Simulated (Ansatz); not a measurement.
**Structure types of Ca compared at 6.1 GPa**

Structure types of Ca are relaxed in primitive cells with their symmetry kept at 6.1 GPa, first on PAW files, then by LAPW. The enthalpy is E + pV at zero temperature, without zero-point motion. Only the types listed were tried, and differences under about 5 meV/atom are mesh noise.

Computed with Ansatz 0.2.0; functional PBE, scalar-relativistic. Settings: Fermi–Dirac smearing of 0.08 eV, no spin polarisation. Methods: LAPW: all electrons, basis error target 0.5 meV/atom; PAW: frozen-core files, cutoff 420 eV.

k meshes: fcc 13×13×13, bcc 13×13×13, hcp 12×12×7, beta tin 13×13×13, A7 10×10×10, diamond 10×10×10.

**Question.** Which type is lowest in enthalpy, and by how much?

**Answer.** fcc, 4 meV/atom below bcc, which is within the noise of the k meshes. The whole table:

```
start type             ends as          a, b, c (Å)  V (Å³/atom)  H − H(lowest), LAPW (meV/atom)  same, PAW
       fcc          fcc, Fm-3m  5.099, 5.099, 5.099        33.15                             0.4        0.4
       bcc          bcc, Im-3m  4.034, 4.034, 4.034        32.82                             4.1        4.1
       hcp       hcp, P6_3/mmc  3.591, 3.591, 5.965        33.30                            13.3       13.3
  beta tin  beta tin, I4_1/amd  6.165, 6.165, 3.348        31.81                           237.2      237.1
        A7          fcc, Fm-3m  5.101, 5.101, 5.101        33.18                             0.0        0.0
   diamond      diamond, Fd-3m  6.308, 6.308, 6.308        31.38                          1561.8     1561.5
```
